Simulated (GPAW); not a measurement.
# W (Im-3m) in GPAW: reference runs

How does W come out in PBEsol? The cell is run as given and disturbed.

Program: GPAW 26.7.0. These are calculated values, not measurements. Logs are shortened: lines on timing, memory, paths and dates and some standing lists are left out, and cuts for length are marked. The log counts tension as positive stress, the text compression.

**1. Starting point**

Symmetry: Im-3m, No. 229, cubic system. The conventional cell has a = 3.165 Å, b = 3.165 Å, c = 3.165 Å, α = 90.00°, β = 90.00°, γ = 90.00°. W (site symmetry m-3m) has 8 W at 2.74 Å as nearest neighbours.

**2. Single point, PBEsol**

The input, run.py:

```python
from ase import Atoms
from ase.dft.bandgap import bandgap
from ase.io import write
from ase.units import GPa
from gpaw import GPAW, PW, setup_paths

setup_paths.insert(0, '.')

atoms = Atoms(['W'],
              cell=[[-1.582345, 1.582345, 1.582345],
                    [1.582345, -1.582345, 1.582345],
                    [1.582345, 1.582345, -1.582345]],
              scaled_positions=[[0.0, 0.0, 0.0]],
              pbc=True)

calc = GPAW(mode=PW(600),
            xc='PBEsol',
            kpts={'size': (12, 12, 12), 'gamma': True},
            occupations={'name': 'fermi-dirac', 'width': 0.05},
            nbands=16,
            convergence={'density': 1e-05, 'energy': 1e-05},
            maxiter=150,
            txt='gpaw.txt')
atoms.calc = calc
energy = atoms.get_potential_energy()
forces = atoms.get_forces()
stress = atoms.get_stress()
calc.write('gs.gpw')
write('result.traj', atoms)
print(f'Energy: {energy:.6f} eV')
print('Forces (eV/A):')
print(forces.round(4))
print('Stress (GPa):', (stress / GPa).round(3))
print('Fermi level:', round(calc.get_fermi_level(), 4), 'eV')
print(f'Gap: {bandgap(calc)[0]:.4f} eV, direct: {bandgap(calc, direct=True)[0]:.4f} eV')
```

Potentials or basis: PAW data sets generated in the run's folder for this functional, pw.

Launch:

```sh
> gpaw-setup -f PBEsol W
> OMP_NUM_THREADS=1 python run.py
```

gpaw.txt:

```text
__  _  _
 | _ |_)|_||  |
 |__||  | ||/\| - 26.7.0

Input parameters:
  mode=PW(ecut=600.0),
  convergence={'density': 1e-05, 'energy': 1e-05},
  kpts=MonkhorstPack(size=(12, 12, 12), gamma=True),
  maxiter=150,
  nbands=16,
  occupations=Occupations(name='fermi-dirac', width=0.05),
  xc=XC(name='PBEsol')

Diagonalizing LCAO Hamiltonian
Converting LCAO to pw mode

       W

Atoms  # Å, Bohr magnetons
|   | symbol |        x |        y |        z |    initial magnetic moments |
|---|--------|----------|----------|----------|-----------------------------|
| 0 |      W | 0.000000 | 0.000000 | 0.000000 | ( 0.0000,  0.0000,  0.0000) |

Unit cell  # Å
| periodic |         x |         y |         z |  lengths |     angles |
|----------|-----------|-----------|-----------|----------|------------|
|      yes | -1.582345 |  1.582345 |  1.582345 | 2.740702 | 109.471221 |
|      yes |  1.582345 | -1.582345 |  1.582345 | 2.740702 | 109.471221 |
|      yes |  1.582345 |  1.582345 | -1.582345 | 2.740702 | 109.471221 |

Number of symmetries: 48
Symmetry operations  # r_c * U_cc + t_c -> r_c
|    | kind |            matrix            |
|----|------|------------------------------|
|  0 |  σ   |  1, 1, 1,  0, 0,-1,  0,-1, 0 |
|  1 |  C4  |  1, 1, 1,  0, 0,-1, -1, 0, 0 |
|  2 |  C2  |  1, 1, 1,  0,-1, 0,  0, 0,-1 |
|  3 |  S6  |  1, 1, 1,  0,-1, 0, -1, 0, 0 |
|  4 |  S6  |  1, 1, 1, -1, 0, 0,  0, 0,-1 |
|  5 |  C4  |  1, 1, 1, -1, 0, 0,  0,-1, 0 |
|  6 |  E   |  1, 0, 0,  0, 1, 0,  0, 0, 1 |
|  7 |  σ   |  1, 0, 0,  0, 1, 0, -1,-1,-1 |
|  8 |  σ   |  1, 0, 0,  0, 0, 1,  0, 1, 0 |
|  9 |  C3  |  1, 0, 0,  0, 0, 1, -1,-1,-1 |
| 10 |  C3  |  1, 0, 0, -1,-1,-1,  0, 1, 0 |
| 11 |  σ   |  1, 0, 0, -1,-1,-1,  0, 0, 1 |
| 12 |  σ   |  0, 1, 0,  1, 0, 0,  0, 0, 1 |
| 13 |  C2  |  0, 1, 0,  1, 0, 0, -1,-1,-1 |
| 14 |  C3  |  0, 1, 0,  0, 0, 1,  1, 0, 0 |
| 15 |  S4  |  0, 1, 0,  0, 0, 1, -1,-1,-1 |
| 16 |  S4  |  0, 1, 0, -1,-1,-1,  1, 0, 0 |
| 17 |  C3  |  0, 1, 0, -1,-1,-1,  0, 0, 1 |
| 18 |  C3  |  0, 0, 1,  1, 0, 0,  0, 1, 0 |
| 19 |  S4  |  0, 0, 1,  1, 0, 0, -1,-1,-1 |
| 20 |  σ   |  0, 0, 1,  0, 1, 0,  1, 0, 0 |
| 21 |  C3  |  0, 0, 1,  0, 1, 0, -1,-1,-1 |
| 22 |  C2  |  0, 0, 1, -1,-1,-1,  1, 0, 0 |
| 23 |  S4  |  0, 0, 1, -1,-1,-1,  0, 1, 0 |
| 24 |  C4  |  0, 0,-1,  1, 1, 1,  0,-1, 0 |
| 25 |  σ   |  0, 0,-1,  1, 1, 1, -1, 0, 0 |
| 26 |  S6  |  0, 0,-1,  0,-1, 0,  1, 1, 1 |
| 27 |  C2  |  0, 0,-1,  0,-1, 0, -1, 0, 0 |
| 28 |  C4  |  0, 0,-1, -1, 0, 0,  1, 1, 1 |
| 29 |  S6  |  0, 0,-1, -1, 0, 0,  0,-1, 0 |
| 30 |  S6  |  0,-1, 0,  1, 1, 1,  0, 0,-1 |
| 31 |  C4  |  0,-1, 0,  1, 1, 1, -1, 0, 0 |
| 32 |  C4  |  0,-1, 0,  0, 0,-1,  1, 1, 1 |
| 33 |  S6  |  0,-1, 0,  0, 0,-1, -1, 0, 0 |
| 34 |  σ   |  0,-1, 0, -1, 0, 0,  1, 1, 1 |
| 35 |  C2  |  0,-1, 0, -1, 0, 0,  0, 0,-1 |
| 36 |  C2  | -1, 0, 0,  1, 1, 1,  0, 0,-1 |
| 37 |  S6  | -1, 0, 0,  1, 1, 1,  0,-1, 0 |
| 38 |  S6  | -1, 0, 0,  0, 0,-1,  1, 1, 1 |
| 39 |  C2  | -1, 0, 0,  0, 0,-1,  0,-1, 0 |
| 40 |  C2  | -1, 0, 0,  0,-1, 0,  1, 1, 1 |
| 41 |  i   | -1, 0, 0,  0,-1, 0,  0, 0,-1 |
| 42 |  S4  | -1,-1,-1,  1, 0, 0,  0, 1, 0 |
| 43 |  C3  | -1,-1,-1,  1, 0, 0,  0, 0, 1 |
| 44 |  C3  | -1,-1,-1,  0, 1, 0,  1, 0, 0 |
| 45 |  σ   | -1,-1,-1,  0, 1, 0,  0, 0, 1 |
| 46 |  S4  | -1,-1,-1,  0, 0, 1,  1, 0, 0 |
| 47 |  C2  | -1,-1,-1,  0, 0, 1,  0, 1, 0 |

BZ-sampling:
  Number of BZ points: 1728
  Number of IBZ points: 72

  Monkhorst-Pack size: [12, 12, 12]
  Monkhorst-Pack shift: [0.041666666666666664, 0.041666666666666664, 0.041666666666666664]

K-points  # in reciprocal-cell coordinates
|     |                                coordinates |     weight |
|-----|--------------------------------------------|------------|
|   0 | ( -0.00000000,  -0.00000000,  -0.00000000) | 0.00057870 |
|   1 | (  0.08333333,  -0.00000000,  -0.00000000) | 0.00694444 |
|   2 | (  0.08333333,   0.08333333,  -0.08333333) | 0.00347222 |
|   3 | (  0.16666667,  -0.00000000,  -0.08333333) | 0.01388889 |
|   4 | (  0.16666667,  -0.00000000,  -0.00000000) | 0.00694444 |
|   5 | (  0.16666667,   0.08333333,  -0.08333333) | 0.01388889 |
|   6 | (  0.16666667,   0.16666667,  -0.16666667) | 0.00347222 |
|   7 | (  0.25000000,  -0.08333333,  -0.08333333) | 0.00462963 |
|   8 | (  0.25000000,  -0.00000000,  -0.08333333) | 0.02777778 |
|   9 | (  0.25000000,  -0.00000000,  -0.00000000) | 0.00694444 |
| ... |                                            |            |
|  71 | (  0.50000000,   0.50000000,   0.50000000) | 0.00057870 |

Plane wave coefficients: 543
Cutoff: 600.0 eV

Spin-components: 1 (collinear spins)
Bands:           16
Projectors:      6
Spin-degeneracy: 2
Datatype:        complex128

Parallelization:
  kpt:    1
  domain: 1
  band:   1

Density:
  Valence electrons: 14.0
  Components: 1
  Grid points: [16 16 16]
  Charge: 0.0  # |e|

Potential:
  Grid points: [16 16 16]

species:
  W:
    name:    Tungsten
    Z:       74.0
    valence: 14
    core:    60
    charge:  0.0  # [|e|]
    compensation charges:
      type: gauss
      rc: 0.40  # [Å]
      lmax: 2
    cutoffs:
      filter: 2.36  # [Å]
      core: 3.02  # [Å]
    projectors
    | kind |    occ | energy [eV] | rcut [Å] |
    |------|--------|-------------|----------|
    |   5s |  2.000 |     -78.864 |    1.344 |
    |   6s |  2.000 |      -5.730 |    1.344 |
    |   5p |  6.000 |     -43.252 |    1.355 |
    |   6p |  0.000 |      -1.338 |    1.355 |
    |   5d |  4.000 |      -4.526 |    1.228 |
    |    d |        |      22.686 |    1.228 |

    Using partial waves for W as LCAO basis

Reference energy: -438642.771174  # eV

eigensolver:
[... 26 lines left out ...]
convergence criteria:
- Maximum integral of absolute [dens]ity change: 1e-05 electrons / valence electron
- Maximum [total energy] change in last 3 cyles: 1e-05 eV / valence electron
- Maximum integral of absolute [eigenst]ate change: 4e-08 eV^2 / valence electron
maximum number of iterations: 150

SCF iterations
|iter     | |      energy | eigst |  dens |
|---------|-|-------------|-------|-------|
|iter:   1| |  -12.665651 | -0.15 |       |
|iter:   2| |  -12.625067 | -3.31 | -1.22 |
|iter:   3| |  -12.416386 | -2.19 | -1.25 |
|iter:   4| |  -12.417737 | -3.88 | -1.96 |
|iter:   5| |  -12.418437 | -5.01 | -2.35 |
|iter:   6| |  -12.418433 | -6.85 | -3.83 |
|iter:   7| |  -12.418434c| -8.46c| -4.22 |
|iter:   8| |  -12.418434c| -8.39c| -5.14c|

Converged in 8 steps
Energy contributions relative to reference atoms: (reference = -438642.771174)

Energy contributions:
  Kinetic:           4.943752
  Coulomb:          -6.730066
  Zero:             -0.031510
  External:          0.000000
  Xc:              -10.598155
  Entropy:          -0.004908
  Spinorbit:         0.000000
  ----------------------------
  Free energy:     -12.420888
  Extrapolated:    -12.418434

dipole moment: (-5.911855, -5.911855, -5.911855)  # |e|*Ang

Fermi level: 14.371
Eigenvalues  # (at kpt = [-0.000, -0.000, -0.000])
| band index |      eig [eV] | occ [0-2] |
|------------|---------------|-----------|
|          0 |       -59.488 |     2.000 |
|          1 |       -23.308 |     2.000 |
|          2 |       -23.308 |     2.000 |
|          3 |       -23.308 |     2.000 |
|          4 |         4.864 |     2.000 |
|          5 |        13.226 |     2.000 |
[... 8 lines left out ...]
|         14 |        41.306 |     0.000 |
|         15 |        44.343 |     0.000 |

No gap
No difference between direct/indirect transitions

Forces  # eV/Ang
|       x |       y |       z |
|---------|---------|---------|
| 0.00000 | 0.00000 | 0.00000 |  # W    0

Stress tensor  # eV/Ang^3
|        x |        y |        z |
|----------|----------|----------|
| 0.020486 | 0.000000 | 0.000000 |
| 0.000000 | 0.020486 | 0.000000 |
| 0.000000 | 0.000000 | 0.020486 |

# Writing to gs.gpw (mode='')
```

Wall time 14 s (1 thread of Arm Neoverse V1, shared host); peak memory 0.14 GiB.

What came out:

| Quantity | Value |
| --- | --- |
| Free energy | -12.4209 eV |
| Pressure | -3.3 GPa |
| Band gap on the k mesh | none (metal or under the smearing width) |

Levels at points of the mesh, in eV from the Fermi level:
```
           k point  band 3  band 4  band 5  band 6  band 7  band 8  band 9  band 10  band 11  band 12
(0.00, 0.00, 0.00)  -37.68  -37.68   -9.51   -1.15   -1.15   -1.15    2.30     2.30    14.90    14.90
(0.50, 0.50, 0.00)  -38.10  -37.69   -6.17   -3.47    0.78    2.21    3.18     6.25    11.17    11.72
(0.50, 0.50, 0.50)  -38.57  -38.57   -5.75   -5.75    5.26    5.26    5.26     8.36     8.36     8.36
```

The run has no spin-orbit coupling, so splittings on W are missing.

**3. Single point, PBEsol (cell strained at random at fixed volume)**

Edit run.py of step 2 so:

```diff
@@ -9,6 +9,6 @@
 atoms = Atoms(['W'],
-              cell=[[-1.582345, 1.582345, 1.582345],
-                    [1.582345, -1.582345, 1.582345],
-                    [1.582345, 1.582345, -1.582345]],
-              scaled_positions=[[0.0, 0.0, 0.0]],
+              cell=[[-1.544801, 1.615076, 1.631025],
+                    [1.571146, -1.545247, 1.587541],
+                    [1.545696, 1.546143, -1.561196]],
+              scaled_positions=[[0.010931, 0.007703, 0.022973]],
               pbc=True)
```

Potentials or basis: PAW data sets generated in the run's folder for this functional, pw.

Launch:

```sh
> gpaw-setup -f PBEsol W
> OMP_NUM_THREADS=1 python run.py
```

gpaw.txt:

```text
__  _  _
 | _ |_)|_||  |
 |__||  | ||/\| - 26.7.0

Input parameters:
  mode=PW(ecut=600.0),
  convergence={'density': 1e-05, 'energy': 1e-05},
  kpts=MonkhorstPack(size=(12, 12, 12), gamma=True),
  maxiter=150,
  nbands=16,
  occupations=Occupations(name='fermi-dirac', width=0.05),
  xc=XC(name='PBEsol')

Diagonalizing LCAO Hamiltonian
Converting LCAO to pw mode

       W

Atoms  # Å, Bohr magnetons
|   | symbol |        x |        y |         z |    initial magnetic moments |
|---|--------|----------|----------|-----------|-----------------------------|
| 0 |      W | 0.030726 | 0.041271 | -0.005808 | ( 0.0000,  0.0000,  0.0000) |

Unit cell  # Å
| periodic |         x |         y |         z |  lengths |     angles |
|----------|-----------|-----------|-----------|----------|------------|
|      yes | -1.544801 |  1.615076 |  1.631025 | 2.766789 | 109.529476 |
|      yes |  1.571146 | -1.545247 |  1.587541 | 2.715985 | 109.139457 |
|      yes |  1.545696 |  1.546143 | -1.561196 | 2.686460 | 108.091049 |

Number of symmetries: 1
Symmetry operations  # r_c * U_cc + t_c -> r_c
|   | kind |            matrix            |
[... 119 lines left out ...]
|iter:   7| |  -12.396110c| -8.67c| -4.22 |
|iter:   8| |  -12.396110c| -8.38c| -5.02c|

Converged in 8 steps
Energy contributions relative to reference atoms: (reference = -438642.771174)

Energy contributions:
  Kinetic:           5.026671
  Coulomb:          -6.750405
  Zero:             -0.032218
  External:          0.000000
  Xc:              -10.638033
  Entropy:          -0.004251
  Spinorbit:         0.000000
  ----------------------------
  Free energy:     -12.398236
  Extrapolated:    -12.396110

dipole moment: (-5.607419, -5.669531, -6.233814)  # |e|*Ang

Fermi level: 14.410
Eigenvalues  # (at kpt = [-0.000, -0.000, -0.000])
| band index |      eig [eV] | occ [0-2] |
|------------|---------------|-----------|
|          0 |       -59.479 |     2.000 |
|          1 |       -23.379 |     2.000 |
|          2 |       -23.288 |     2.000 |
|          3 |       -23.222 |     2.000 |
|          4 |         4.866 |     2.000 |
|          5 |        12.871 |     2.000 |
[... 8 lines left out ...]
|         14 |        41.713 |     0.000 |
|         15 |        43.062 |     0.000 |

No gap
No difference between direct/indirect transitions

Forces  # eV/Ang
|       x |        y |        z |
|---------|----------|----------|
| 0.00000 | -0.00000 | -0.00000 |  # W    0

Stress tensor  # eV/Ang^3
|         x |         y |        z |
|-----------|-----------|----------|
| -0.015754 | -0.003759 | 0.012971 |
| -0.003759 |  0.019816 | 0.037523 |
|  0.012971 |  0.037523 | 0.053421 |

# Writing to gs.gpw (mode='')
```

stdout:

```text
Energy: -12.396110 eV
Forces (eV/A):
[[ 0. -0. -0.]]
Stress (GPa): [-2.524  3.175  8.559  6.012  2.078 -0.602]
Fermi level: 14.4105 eV
Gap: 0.0000 eV, direct: 0.0000 eV
```

Wall time 1.8 min (1 thread of Arm Neoverse V1, shared host); peak memory 0.32 GiB.

Results:

```
Free energy            : -12.3982 eV
Pressure               : -3.1 GPa
Band gap on the k mesh : none (metal or under the smearing width)
```

Levels at points of the mesh, in eV from the Fermi level:
```csv
k point,band 5,band 6,band 7,band 8,band 9,band 10
"(0.00, 0.00, 0.00)",-9.54,-1.54,-1.39,-0.65,2.09,2.53
"(0.00, 0.00, 0.50)",-6.20,-3.73,0.88,2.46,3.30,6.17
"(0.00, 0.50, 0.00)",-6.22,-3.55,0.60,2.21,3.34,6.03
"(0.00, 0.50, 0.50)",-6.18,-3.19,0.99,1.61,2.65,6.49
"(0.50, 0.00, 0.00)",-6.25,-3.43,0.27,2.19,3.39,5.87
"(0.50, 0.00, 0.50)",-6.19,-3.46,0.88,1.98,3.08,6.27
"(0.50, 0.50, 0.00)",-6.20,-3.75,0.88,2.48,3.32,6.25
"(0.50, 0.50, 0.50)",-5.82,-5.76,4.66,5.27,5.72,7.77
```
